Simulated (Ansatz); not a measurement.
# Ti: relaxing cell and atoms and elastic constants, part 2 of 2

The task, for Ti: 2 runs in a chain (relaxing cell and atoms and elastic constants).

Ansatz 0.2.0; DFT LDA, scalar-relativistic, plane waves, PAW.

### Step 3. Elastic constants: mesh 39×39×20

It takes the final geometry of step 2.

input.yaml reads:

```yaml
crystal:
  lattice:
    - [2.864149546, 0.0, 0.0]
    - [-1.432074773, 2.4804262671, 0.0]
    - [0.0, 0.0, 4.533266148]
  atoms:
    - { symbol: Ti, position: [0.3333333333, 0.6666666667, 0.25] }
    - { symbol: Ti, position: [0.6666666667, 0.3333333333, 0.75] }
scf:
  occupations: { method: gaussian, width: 0.1 }
output:
  eigenvalues: true
kpoints:
  mp_grid: { grid: [39, 39, 20] }
hamiltonian:
  xc: lda
elastic:
  mode: relaxed_ion
  amplitude: 0.005
  stencil: two_point
```

Command:

```
> ansatz run input.yaml --threads 8 --pin off --max-ram 24576MiB --backend cpu --events-out ev --progress --plain --runs-dir out
```

Output:

```text
Warning: RAYON_NUM_THREADS=8 ignored (pool sized by the plan → 8); use --threads N
Engine: ansatz 0.2.0, x86_64-unknown-linux-gnu
Pseudopotentials: kind: paw
Pseudopotential: Ti, paw, valence charge 12, recommended cutoff 420 eV (normal), Ti.paw.azcp
Functional definition: SPW92
  exchange = slater_x
  correlation = pw_c
Crystal: 2 atoms, lattice volume = 32.206 Å³
Basis set: ecut = 420 eV, 615 PW (Γ)
Bands: 16, of which v1, the nominal top of the filled ones, is band 12 counted from 1 (11 counted from 0)
Symmetry: 24 space group operations
Space group: P63/mmc (ITA 194), of the structure as read, at distance tolerance 3.2e-5 Å
k-points: 1617 of 30420
Non-local potential: Ti, projectors of the file, l = 0: 3, l = 1: 2, l = 2: 3, l = 3: 1
PAW form: soft (Blöchl's): semilocal exchange-correlation on the pseudo side does not see the compensation charge
PAW frozen core: Ti, regenerated for the run's functional, and the local potential with it (the file was generated under x = pbe(κ = 0.804, μ = 0.2195149727645171), c = pbe(β = 0.06672455060314922))
PAW one-centre angular grid: Ti, 590 points (default); XC on 64 Gauss nodes
Initial density: superposition of atomic densities (neutral atoms: chi_scale 0, normalization atom), corrected by the library's trained network
Initial wavefunctions: pseudopotential atomic-orbital guess
Functional: x = slater, c = lda
SCF iter   1: F=—  HF=-4900.610151 eV  |F-HF|=—  |Δ(HF+E_count)|=         —  Δρ=7.07e-3  dr2=7.17e-3  ethr=1.77e-3  ⟨swp⟩=3.8  Hψ=105876  notcnv=0
preconditioner: auto → none  [metal: Δε(μ)=0.001 eV  Ē_g=2.989 eV  σ=0.100 eV  W_gap=0.00  n_scr=8 (ndim 8)  ℏωp=18.5 eV  f_vac=0.000  D(μ)=1.87/eV (n_scr^D=22)  sad-step TF]
SCF iter   2: F=—  HF=-4900.608040 eV  |F-HF|=—  |Δ(HF+E_count)|=   2.11e-3  Δρ=3.38e-3  dr2=1.49e-3  ethr=2.99e-5  ⟨swp⟩=1.0  Hψ=39023  notcnv=0
SCF iter   3: F=—  HF=-4900.607817 eV  |F-HF|=—  |Δ(HF+E_count)|=   2.23e-4  Δρ=4.28e-4  dr2=2.00e-5  ethr=6.22e-6  ⟨swp⟩=2.5  Hψ=38445  notcnv=0
SCF iter   4: F=—  HF=-4900.607820 eV  |F-HF|=—  |Δ(HF+E_count)|=   3.58e-6  Δρ=6.53e-5  dr2=1.19e-6  ethr=8.31e-8  ⟨swp⟩=2.4  Hψ=37028  notcnv=0
SCF iter   5: F=—  HF=-4900.607821 eV  |F-HF|=—  |Δ(HF+E_count)|=   1.10e-6  Δρ=7.40e-6  dr2=1.12e-8  ethr=4.97e-9  ⟨swp⟩=3.0  Hψ=47579  notcnv=0
SCF iter   6: F=—  HF=-4900.607821 eV  |F-HF|=—  |Δ(HF+E_count)|=   1.40e-8  Δρ=4.11e-7  dr2=2.06e-11  ethr=4.68e-11  ⟨swp⟩=2.5  Hψ=40374  notcnv=0
SCF iter   7: F=—  HF=-4900.607821 eV  |F-HF|=—  |Δ(HF+E_count)|=  1.00e-11  Δρ=6.00e-8  dr2=3.39e-13  ethr=8.57e-14 (applied; sched 1.00e-12)  ⟨swp⟩=2.0  Hψ=44596  notcnv=0  defer=54
SCF iter   8: F=-4900.607821 eV  HF=-4900.607821 eV  |F-HF|=9.09e-13  |Δ(HF+E_count)|=    0.00e0  Δρ=5.24e-9  dr2=7.97e-15  ethr=1.00e-12  ⟨swp⟩=3.1  Hψ=73031  notcnv=0
the search or the solves at the SCF's close seem to have found levels that the self-consistency loop had missed (the run counts 1). By its estimate they hold under 1e-12 electrons; where the run keeps them, the occupations were computed again with them
SCF 1 converged in 8 iterations: F = -4900.607821 eV  dr2 = 7.97e-15
Crystal: 2 atoms, lattice volume = 32.045 Å³
Symmetry: 8 space group operations
k-points: 4400 of 30420
Initial density: handed on by an earlier stage of this run
Initial wavefunctions: pseudopotential atomic-orbital guess (no wavefunctions were taken with the density)
iter 1 solved again at ethr=1.26e-4 eV; its pass at ethr=3.10e-3 eV (dr2=3.03e-2 eV) is discarded
SCF iter   1: F=—  HF=-4900.618568 eV  |F-HF|=—  |Δ(HF+E_count)|=         —  Δρ=1.25e-2  dr2=3.03e-2  ethr=1.26e-4  ⟨swp⟩=1.0  Hψ=391381  notcnv=0
preconditioner: auto → none  [metal: Δε(μ)=0.002 eV  Ē_g=3.027 eV  σ=0.100 eV  W_gap=0.01  n_scr=8 (ndim 8)  ℏωp=18.6 eV  f_vac=0.000  D(μ)=1.84/eV (n_scr^D=22)]
SCF iter   2: F=—  HF=-4900.607448 eV  |F-HF|=—  |Δ(HF+E_count)|=   1.11e-2  Δρ=2.46e-3  dr2=7.16e-4  ethr=1.26e-4  ⟨swp⟩=3.0  Hψ=140958  notcnv=0
SCF iter   3: F=—  HF=-4900.607287 eV  |F-HF|=—  |Δ(HF+E_count)|=   1.61e-4  Δρ=8.54e-4  dr2=7.20e-5  ethr=2.98e-6  ⟨swp⟩=2.2  Hψ=104265  notcnv=0
SCF iter   4: F=—  HF=-4900.607294 eV  |F-HF|=—  |Δ(HF+E_count)|=   6.75e-6  Δρ=1.30e-4  dr2=2.71e-6  ethr=3.00e-7  ⟨swp⟩=2.0  Hψ=87060  notcnv=0
SCF iter   5: F=—  HF=-4900.607295 eV  |F-HF|=—  |Δ(HF+E_count)|=   1.24e-6  Δρ=7.69e-6  dr2=1.31e-8  ethr=1.13e-8  ⟨swp⟩=2.1  Hψ=88133  notcnv=0
SCF iter   6: F=—  HF=-4900.607295 eV  |F-HF|=—  |Δ(HF+E_count)|=   4.99e-9  Δρ=1.78e-6  dr2=5.87e-10  ethr=5.45e-11  ⟨swp⟩=3.0  Hψ=124954  notcnv=0
SCF iter   7: F=—  HF=-4900.607295 eV  |F-HF|=—  |Δ(HF+E_count)|=  1.86e-10  Δρ=1.98e-7  dr2=6.05e-12  ethr=2.44e-12  ⟨swp⟩=2.0  Hψ=113807  notcnv=0
SCF iter   8: F=—  HF=-4900.607295 eV  |F-HF|=—  |Δ(HF+E_count)|=  6.37e-12  Δρ=5.20e-8  dr2=4.22e-13  ethr=2.52e-14 (applied; sched 1.00e-12)  ⟨swp⟩=2.0  Hψ=114616  notcnv=0
SCF iter   9: F=-4900.607295 eV  HF=-4900.607295 eV  |F-HF|=9.09e-13  |Δ(HF+E_count)|=  1.82e-12  Δρ=6.22e-9  dr2=4.45e-15  ethr=1.00e-12  ⟨swp⟩=3.6  Hψ=203082  notcnv=0
SCF 2 converged in 9 iterations: F = -4900.607295 eV  dr2 = 4.45e-15
relax step   1: F+E_penalty+E_count = -4900.60729517 eV  Δ(F+E_penalty+E_count) = +0.000e0 eV  max|allowed force component| = 1.183e-2 eV/Å  Δτ_max = 0.0000 Å  (9 SCF iters, accepted)
Initial wavefunctions: those handed on with the density
iter 1 solved again at ethr=4.44e-8 eV; its pass at ethr=3.10e-3 eV (dr2=1.07e-5 eV) is discarded
SCF iter   1: F=—  HF=-4900.607351 eV  |F-HF|=—  |Δ(HF+E_count)|=         —  Δρ=2.46e-4  dr2=1.24e-5  ethr=4.44e-8  ⟨swp⟩=2.0  Hψ=421402  notcnv=0  defer=1
preconditioner: auto → none  [metal: Δε(μ)=0.000 eV  Ē_g=2.986 eV  σ=0.100 eV  W_gap=0.00  n_scr=8 (ndim 8)  ℏωp=18.6 eV  f_vac=0.000  D(μ)=1.94/eV (n_scr^D=22)]
SCF iter   2: F=—  HF=-4900.607349 eV  |F-HF|=—  |Δ(HF+E_count)|=   1.97e-6  Δρ=8.88e-5  dr2=6.67e-7  ethr=4.44e-8  ⟨swp⟩=2.0  Hψ=111964  notcnv=0  defer=1
SCF iter   3: F=—  HF=-4900.607346 eV  |F-HF|=—  |Δ(HF+E_count)|=   3.13e-6  Δρ=3.13e-5  dr2=5.87e-8  ethr=2.78e-9  ⟨swp⟩=2.0  Hψ=108061  notcnv=0  defer=1
SCF iter   4: F=—  HF=-4900.607346 eV  |F-HF|=—  |Δ(HF+E_count)|=   1.26e-8  Δρ=1.88e-6  dr2=2.11e-10  ethr=2.45e-10  ⟨swp⟩=2.0  Hψ=122338  notcnv=0  defer=1
SCF iter   5: F=—  HF=-4900.607346 eV  |F-HF|=—  |Δ(HF+E_count)|=  1.39e-10  Δρ=9.39e-8  dr2=1.53e-12  ethr=8.79e-13 (applied; sched 1.00e-12)  ⟨swp⟩=2.0  Hψ=105951  notcnv=0  defer=1
SCF iter   6: F=—  HF=-4900.607346 eV  |F-HF|=—  |Δ(HF+E_count)|=  9.09e-13  Δρ=3.66e-8  dr2=3.46e-13  ethr=1.00e-12  ⟨swp⟩=4.0  Hψ=240900  notcnv=0
SCF iter   7: F=-4900.607346 eV  HF=-4900.607346 eV  |F-HF|=2.73e-12  |Δ(HF+E_count)|=    0.00e0  Δρ=4.33e-9  dr2=2.39e-15  ethr=1.00e-12  ⟨swp⟩=3.9  Hψ=205066  notcnv=0
SCF 3 converged in 7 iterations: F = -4900.607346 eV  dr2 = 2.39e-15
relax step   2: F+E_penalty+E_count = -4900.60734603 eV  Δ(F+E_penalty+E_count) = -5.085e-5 eV  max|allowed force component| = 4.944e-3 eV/Å  Δτ_max = 0.0030 Å  (7 SCF iters, accepted)
SCF iter   1: F=—  HF=-4900.607359 eV  |F-HF|=—  |Δ(HF+E_count)|=         —  Δρ=1.77e-4  dr2=6.37e-6  ethr=2.66e-7  ⟨swp⟩=7.6  Hψ=349571  notcnv=0  defer=1
SCF iter   2: F=—  HF=-4900.607357 eV  |F-HF|=—  |Δ(HF+E_count)|=   2.67e-6  Δρ=6.39e-5  dr2=3.50e-7  ethr=2.65e-8  ⟨swp⟩=2.0  Hψ=135958  notcnv=0  defer=1
SCF iter   3: F=—  HF=-4900.607357 eV  |F-HF|=—  |Δ(HF+E_count)|=   7.69e-8  Δρ=2.23e-5  dr2=3.00e-8  ethr=1.46e-9  ⟨swp⟩=2.0  Hψ=109309  notcnv=0  defer=1
SCF iter   4: F=—  HF=-4900.607357 eV  |F-HF|=—  |Δ(HF+E_count)|=   6.37e-9  Δρ=1.41e-6  dr2=1.27e-10  ethr=1.25e-10  ⟨swp⟩=2.0  Hψ=122711  notcnv=0  defer=1
SCF iter   5: F=—  HF=-4900.607357 eV  |F-HF|=—  |Δ(HF+E_count)|=  7.37e-11  Δρ=1.89e-7  dr2=9.13e-12  ethr=5.30e-13 (applied; sched 1.00e-12)  ⟨swp⟩=2.7  Hψ=109497  notcnv=0  defer=2
SCF iter   6: F=—  HF=-4900.607357 eV  |F-HF|=—  |Δ(HF+E_count)|=  2.73e-12  Δρ=3.15e-8  dr2=1.33e-13  ethr=3.80e-14 (applied; sched 1.00e-12)  ⟨swp⟩=2.0  Hψ=113171  notcnv=0  defer=96
SCF iter   7: F=-4900.607357 eV  HF=-4900.607357 eV  |F-HF|=0.00e0  |Δ(HF+E_count)|=  9.09e-13  Δρ=4.10e-9  dr2=1.82e-15  ethr=1.00e-12  ⟨swp⟩=3.0  Hψ=195063  notcnv=0
SCF 4 converged in 7 iterations: F = -4900.607357 eV  dr2 = 1.82e-15
relax step   3: F+E_penalty+E_count = -4900.60735677 eV  Δ(F+E_penalty+E_count) = -1.074e-5 eV  max|allowed force component| = 9.413e-6 eV/Å  Δτ_max = 0.0022 Å  (7 SCF iters, accepted)
[... 26 lines left out ...]
relax step   1: F+E_penalty+E_count = -4900.60730454 eV  Δ(F+E_penalty+E_count) = +0.000e0 eV  max|allowed force component| = 1.219e-2 eV/Å  Δτ_max = 0.0000 Å  (9 SCF iters, accepted)
[... 10 lines left out ...]
relax step   2: F+E_penalty+E_count = -4900.60736584 eV  Δ(F+E_penalty+E_count) = -6.130e-5 eV  max|allowed force component| = 7.383e-4 eV/Å  Δτ_max = 0.0054 Å  (7 SCF iters, accepted)
[... 15 lines left out ...]
relax step   3: F+E_penalty+E_count = -4900.60736607 eV  Δ(F+E_penalty+E_count) = -2.263e-7 eV  max|allowed force component| = 1.581e-6 eV/Å  Δτ_max = 0.0003 Å  (9 SCF iters, accepted)
[... 45 lines left out ...]
relax step   1: F+E_penalty+E_count = -4900.60773097 eV  Δ(F+E_penalty+E_count) = +0.000e0 eV  max|allowed force component| = 1.916e-5 eV/Å  Δτ_max = 0.0000 Å  (9 SCF iters, accepted)
iter 1 solved again at ethr=1.00e-12 eV; its pass at ethr=3.10e-3 eV (dr2=1.03e-14 eV) is discarded
SCF iter   1: F=—  HF=-4900.607731 eV  |F-HF|=—  |Δ(HF+E_count)|=         —  Δρ=7.01e-9  dr2=1.06e-14  ethr=1.00e-12  ⟨swp⟩=1.1  Hψ=730396  notcnv=0
iter 2 did not close the SCF: its close was put off for the readings that it lacked (scf_convergence_deferred on its scf_iter line)
SCF iter   2: F=-4900.607731 eV  HF=-4900.607731 eV  |F-HF|=0.00e0  |Δ(HF+E_count)|=  1.82e-12  Δρ=3.23e-9  dr2=4.18e-15  ethr=4.17e-16 (applied; sched 1.00e-12)  ⟨swp⟩=2.0  Hψ=205045  notcnv=0
iter 3 did not close the SCF: its close was put off for the readings that it lacked (scf_convergence_deferred on its scf_iter line)
SCF iter   3: F=-4900.607731 eV  HF=-4900.607731 eV  |F-HF|=9.09e-13  |Δ(HF+E_count)|=  9.09e-13  Δρ=1.84e-9  dr2=7.82e-16  ethr=4.17e-16 (applied; sched 1.00e-12)  ⟨swp⟩=1.0  Hψ=125120  notcnv=0
iter 4 did not close the SCF: its close was put off for the readings that it lacked (scf_convergence_deferred on its scf_iter line)
SCF iter   4: F=-4900.607731 eV  HF=-4900.607731 eV  |F-HF|=9.09e-13  |Δ(HF+E_count)|=  9.09e-13  Δρ=8.16e-10  dr2=1.15e-16  ethr=4.17e-16 (applied; sched 1.00e-12)  ⟨swp⟩=1.0  Hψ=125120  notcnv=0
iter 5 did not close the SCF: its close was put off for the readings that it lacked (scf_convergence_deferred on its scf_iter line)
SCF iter   5: F=-4900.607731 eV  HF=-4900.607731 eV  |F-HF|=1.82e-12  |Δ(HF+E_count)|=    0.00e0  Δρ=2.00e-10  dr2=8.90e-18  ethr=4.17e-16 (applied; sched 1.00e-12)  ⟨swp⟩=1.0  Hψ=125120  notcnv=0
SCF iter   6: F=-4900.607731 eV  HF=-4900.607731 eV  |F-HF|=9.09e-13  |Δ(HF+E_count)|=  9.09e-13  Δρ=2.51e-11  dr2=1.19e-19  ethr=1.00e-12  ⟨swp⟩=1.0  Hψ=281531  notcnv=0
SCF 13 converged in 6 iterations: F = -4900.607731 eV  dr2 = 1.19e-19
iter 1 solved again at ethr=2.37e-5 eV; its pass at ethr=3.10e-3 eV (dr2=5.68e-3 eV) is discarded
SCF iter   1: F=—  HF=-4900.610111 eV  |F-HF|=—  |Δ(HF+E_count)|=         —  Δρ=6.08e-3  dr2=5.69e-3  ethr=2.37e-5  ⟨swp⟩=1.0  Hψ=695847  notcnv=0
SCF iter   2: F=—  HF=-4900.607844 eV  |F-HF|=—  |Δ(HF+E_count)|=   2.27e-3  Δρ=1.78e-3  dr2=4.19e-4  ethr=2.37e-5  ⟨swp⟩=2.2  Hψ=213484  notcnv=0
SCF iter   3: F=—  HF=-4900.607727 eV  |F-HF|=—  |Δ(HF+E_count)|=   1.17e-4  Δρ=1.88e-4  dr2=4.06e-6  ethr=1.74e-6  ⟨swp⟩=2.6  Hψ=220161  notcnv=0
SCF iter   4: F=—  HF=-4900.607731 eV  |F-HF|=—  |Δ(HF+E_count)|=   3.94e-6  Δρ=1.10e-5  dr2=3.30e-8  ethr=1.69e-8  ⟨swp⟩=2.2  Hψ=149184  notcnv=0
SCF iter   5: F=—  HF=-4900.607731 eV  |F-HF|=—  |Δ(HF+E_count)|=   1.71e-8  Δρ=3.26e-6  dr2=2.75e-9  ethr=1.38e-10  ⟨swp⟩=2.1  Hψ=210489  notcnv=0
SCF iter   6: F=—  HF=-4900.607731 eV  |F-HF|=—  |Δ(HF+E_count)|=  4.98e-10  Δρ=9.36e-7  dr2=2.45e-10  ethr=1.14e-11  ⟨swp⟩=3.0  Hψ=224620  notcnv=0
SCF iter   7: F=—  HF=-4900.607731 eV  |F-HF|=—  |Δ(HF+E_count)|=  3.09e-11  Δρ=4.39e-7  dr2=2.31e-10  ethr=1.02e-12  ⟨swp⟩=2.1  Hψ=198218  notcnv=0
SCF iter   8: F=—  HF=-4900.607731 eV  |F-HF|=—  |Δ(HF+E_count)|=  5.46e-11  Δρ=3.85e-8  dr2=1.14e-12  ethr=9.64e-13 (applied; sched 1.00e-12)  ⟨swp⟩=2.0  Hψ=158068  notcnv=0
SCF iter   9: F=-4900.607731 eV  HF=-4900.607731 eV  |F-HF|=9.09e-13  |Δ(HF+E_count)|=  1.82e-12  Δρ=7.22e-9  dr2=1.25e-14  ethr=1.00e-12  ⟨swp⟩=4.0  Hψ=374200  notcnv=0
SCF 14 converged in 9 iterations: F = -4900.607731 eV  dr2 = 1.25e-14
relax step   1: F+E_penalty+E_count = -4900.60773097 eV  Δ(F+E_penalty+E_count) = +0.000e0 eV  max|allowed force component| = 1.916e-5 eV/Å  Δτ_max = 0.0000 Å  (9 SCF iters, accepted)
iter 1 solved again at ethr=1.00e-12 eV; its pass at ethr=3.10e-3 eV (dr2=1.26e-14 eV) is discarded
SCF iter   1: F=—  HF=-4900.607731 eV  |F-HF|=—  |Δ(HF+E_count)|=         —  Δρ=7.22e-9  dr2=1.25e-14  ethr=1.00e-12  ⟨swp⟩=1.1  Hψ=730085  notcnv=0
iter 2 did not close the SCF: its close was put off for the readings that it lacked (scf_convergence_deferred on its scf_iter line)
SCF iter   2: F=-4900.607731 eV  HF=-4900.607731 eV  |F-HF|=9.09e-13  |Δ(HF+E_count)|=  1.82e-12  Δρ=3.33e-9  dr2=5.20e-15  ethr=4.17e-16 (applied; sched 1.00e-12)  ⟨swp⟩=2.0  Hψ=206253  notcnv=0
iter 3 did not close the SCF: its close was put off for the readings that it lacked (scf_convergence_deferred on its scf_iter line)
SCF iter   3: F=-4900.607731 eV  HF=-4900.607731 eV  |F-HF|=1.82e-12  |Δ(HF+E_count)|=  1.82e-12  Δρ=1.94e-9  dr2=7.18e-16  ethr=4.17e-16 (applied; sched 1.00e-12)  ⟨swp⟩=1.0  Hψ=125120  notcnv=0
iter 4 did not close the SCF: its close was put off for the readings that it lacked (scf_convergence_deferred on its scf_iter line)
SCF iter   4: F=-4900.607731 eV  HF=-4900.607731 eV  |F-HF|=0.00e0  |Δ(HF+E_count)|=  3.64e-12  Δρ=6.85e-10  dr2=6.24e-17  ethr=4.17e-16 (applied; sched 1.00e-12)  ⟨swp⟩=1.0  Hψ=125120  notcnv=0
iter 5 did not close the SCF: its close was put off for the readings that it lacked (scf_convergence_deferred on its scf_iter line)
SCF iter   5: F=-4900.607731 eV  HF=-4900.607731 eV  |F-HF|=0.00e0  |Δ(HF+E_count)|=    0.00e0  Δρ=1.37e-10  dr2=3.90e-18  ethr=4.17e-16 (applied; sched 1.00e-12)  ⟨swp⟩=1.0  Hψ=125120  notcnv=0
SCF iter   6: F=-4900.607731 eV  HF=-4900.607731 eV  |F-HF|=9.09e-13  |Δ(HF+E_count)|=  2.73e-12  Δρ=1.42e-11  dr2=2.55e-20  ethr=1.00e-12  ⟨swp⟩=1.0  Hψ=281536  notcnv=0
SCF 15 converged in 6 iterations: F = -4900.607731 eV  dr2 = 2.55e-20
SCF converged after 8 iterations
Free energy (F): -4900.607821 eV
Harris-Foulkes:  -4900.607821 eV  (|F-HF|=9.09e-13)
Internal energy: -4900.598132 eV  (E = F + TS)
E sigma→0 (E₀):  -4900.602976 eV
Entropy (-TS):   -0.009690 eV (-4.845 meV/atom)
Fermi energy:    14.298564 eV
--- Per-component energies (eV) ---
  E_band       = -285.762601
  E_kinetic    = 548.284859
  E_local      = -1550.147330  (includes V_loc(G=0)·N_el)
  E_nonlocal   = 24.457461
  E_hartree    = 640.252902
  E_xc         = -194.344677
  E_vxc        = -244.619404  (∫ρ·V_xc dr)
  E_paw        = -1998.531756  (= ΣΔE_a)
  E_vpaw       = -344.244197  (= ΣTr[D̂ρ^β])
  E_aug_tail   = 0.000204  (compensation charges beyond the density's cutoff)
  E_ewald      = -2371.221695
  E_core_change = 0.651901  (= ΣΔE_core)
  E_smearing   = -0.009690  (= −TS)
  E_closure    = -0.000000  (closes the sum)
  Σ components = -4900.607821   (vs F -4900.607821, Δ=0.00e0)
--- Forces (eV/Å), atoms counted from 1 ---
  atom   1  Ti    -0.00000000    -0.00000000     0.00000000
  atom   2  Ti    -0.00000000     0.00000000     0.00000000
  max |Σ_I F_I| component: 1.48e-16 eV/Å
--- Stress (GPa, compression-positive) ---
        0.000119      -0.000000       0.000000
        0.000000       0.000119       0.000000
        0.000000       0.000000       0.002796
  P = ⅓ Tr σ = 0.0010 GPa (0.010 kbar)
--- Band table (eV; the first three rows and the last of 1617) ---
  k-point 0: bands = ["-41.8354", "-41.6389", "-18.8515", "-18.0187", "-18.0187", "-17.9186", "-17.8879", "-17.8879", "8.0218", "11.4268", "15.0748", "15.0748", "15.2226", "15.3906", "15.6347", "15.6347"]
  k-point 1: bands = ["-41.8342", "-41.6401", "-18.8461", "-18.0179", "-18.0179", "-17.9247", "-17.8887", "-17.8887", "8.0447", "11.4209", "15.0612", "15.0612", "15.2096", "15.3444", "15.6211", "15.6211"]
  k-point 2: bands = ["-41.8307", "-41.6438", "-18.8298", "-18.0155", "-18.0155", "-17.9426", "-17.8911", "-17.8911", "8.1129", "11.4013", "15.0262", "15.0262", "15.1709", "15.2156", "15.5817", "15.5817"]
  k-point 1616: bands = ["-41.6216", "-41.6216", "-18.6132", "-18.6132", "-18.3771", "-18.3771", "-18.0465", "-18.0465", "12.9561", "12.9561", "13.0893", "13.0893", "14.1421", "14.1421", "16.0716", "16.0716"]
--- Elastic constants: 3 strain directions × 2 members + reference (group order 24) ---
  dense FFT box of the reference and of every strained cell: 20×20×32
  strains applied: 11, 33, 23; error gains: componentwise 1.00 (the most a stress slope's error grows in a printed constant), spectral 1.41 (1 for all six strains in a standard setting)
  C = ∂σ_k/∂η_j (tension-positive GPa; Voigt order 11 22 33 23 13 12):
       182.924    101.319     92.097      0.000      0.000     -0.000
       101.319    182.924     92.097      0.000      0.000     -0.000
        92.117     92.117    206.216      0.000      0.000     -0.000
         0.000      0.000      0.000     35.819      0.000      0.000
         0.000      0.000      0.000      0.000     35.819      0.000
        -0.000     -0.000     -0.000      0.000      0.000     40.803
  reference stress σ⁰ (GPa):     -0.000     -0.000     -0.003     -0.000     -0.000      0.000
  C* (energy form; C + prestress term) asymmetry max|C*_kj − C*_jk| = 1.668e-2 GPa — a small one proves nothing (zero by symmetry where the batch's group is 432, −43m or m−3m); a large one is finite-difference/SCF noise where every solve meets its electron count
  moduli (Voigt/Reuss/Hill, GPa): K = 127.01/126.88/126.95   G = 41.59/40.60/41.10   E = 111.28   ν = 0.354
  mechanically stable: yes (min eigenvalue of sym C = 35.82 GPa)
  strain η (Voigt 11):  stress-route row diagonal C_11 = 182.92 GPa, energy-path curvature d²(F+E_count+ΔE)/dδ²/Ω₀ = 182.97 GPa
         δ    σ_11 (GPa)             F (eV)   n_scf  n_hpsi   n_pw
    -5.000e-3      -0.9294       -4900.6073568       6  953737    652   relax 3 steps, max|allowed force component| 9.41e-6 eV/Å
     5.000e-3       0.8999       -4900.6073661       6  953708    653   relax 3 steps, max|allowed force component| 1.58e-6 eV/Å
  strain η (Voigt 33):  stress-route row diagonal C_33 = 206.22 GPa, energy-path curvature d²(F+E_count+ΔE)/dδ²/Ω₀ = 206.22 GPa
         δ    σ_33 (GPa)             F (eV)   n_scf  n_hpsi   n_pw
    -5.000e-3      -1.0482       -4900.6072957       7  459234    646   relax 0 steps, max|allowed force component| 2.68e-16 eV/Å
     5.000e-3       1.0140       -4900.6073101       5  373720    652   relax 0 steps, max|allowed force component| 1.94e-16 eV/Å
  strain η (Voigt 23):  stress-route row diagonal C_44 = 35.82 GPa, energy-path curvature d²(F+E_count+ΔE)/dδ²/Ω₀ = 35.84 GPa
         δ    σ_23 (GPa)             F (eV)   n_scf  n_hpsi   n_pw
    -5.000e-3      -0.1791       -4900.6077310       6  1699648    651   relax 1 steps, max|allowed force component| 1.92e-5 eV/Å
     5.000e-3       0.1791       -4900.6077310       6  1700800    651   relax 1 steps, max|allowed force component| 1.92e-5 eV/Å
```

Run time: 2.8 min. Hardware: 8 threads of Intel Xeon Platinum 8488C (Sapphire Rapids), shared host; peak memory 3.7 GiB.

Derived from the tensor and the density, 4.936 g/cm³, with v_l = √((B+4G/3)/ρ), v_t = √(G/ρ), v_m = [(2/v_t³+1/v_l³)/3]^(−1/3) and Θ = (ħ/k_B)·v_m·(6π²n/V)^(1/3):

| quantity | value |
| --- | --- |
| bulk modulus B | 126.9 GPa |
| shear modulus G | 41.1 GPa |
| B/G | 3.09 |
| universal anisotropy index | 0.12 |
| sound speeds v_l, v_t | 6068, 2885 m/s |
| Debye temperature Θ | 383 K |

Young's modulus by Cartesian direction:

| direction | E (GPa) |
| --- | --- |
| (1, 0, 0) | 116 |
| (0, 1, 0) | 116 |
| (0, 0, 1) | 147 |
| (1, 1, 0) | 116 |
| (1, 0, 1) | 103 |
| (0, 1, 1) | 103 |
| (1, 1, 1) | 102 |

### Step 4. Summary of results

The summary covers parts 1 to 2.

```
step  volume (Å³/atom)  pressure (GPa)  energy (eV)  gap on the mesh (eV)  time
   2             16.10             0.0    -4900.603                  0.00  28 s
```

| quantity | value |
| --- | --- |
| relaxed cell, step 2 | a = 2.864 Å, b = 2.864 Å, c = 4.533 Å, α = 90.00°, β = 90.00°, γ = 120.00° |
| C11, C12, C44 (relaxed-ion) | 183, 101, 36 GPa |
| C33, C13, C66 (relaxed-ion) | 206, 92, 41 GPa |
| B, G, E (Hill) (relaxed-ion) | 127, 41, 111 GPa |
| Poisson ratio (relaxed-ion) | 0.35 |
| Debye temperature | 383 K |

The tensor is positive definite (least eigenvalue 36 GPa), so the crystal resists every homogeneous strain. B/G = 3.09 lies over 1.75, which by Pugh's rule of thumb suggests ductile behaviour; Young's modulus ranges from about 102 to 147 GPa with direction. Measured Debye temperature of Ti: 426.2 K (a printed reference work, data compilation, original work of 1981). This calculation gives 383 K (-10.2 %). Measured lattice constant a of Ti: 2.9536 Å (298 K; “Impact of oxygen ordering on titanium lattice parameters”, 2024, arxiv:2402.07147). This calculation gives 2.864 Å (-3.0 %). 4 values of this kind are on record (2.9536 to 2.9646 Å); this one was drawn at random, colder ones first, those with a stated uncertainty first. Measured lattice constant c of Ti: 4.685 Å (298 K; “Impact of oxygen ordering on titanium lattice parameters”, 2024, arxiv:2402.07147). This calculation gives 4.533 Å (-3.2 %). 4 values of this kind are on record (4.685 to 4.7036 Å); this one was drawn at random, colder ones first, those with a stated uncertainty first. That is the cell relaxed with LDA, without thermal expansion or zero-point motion.
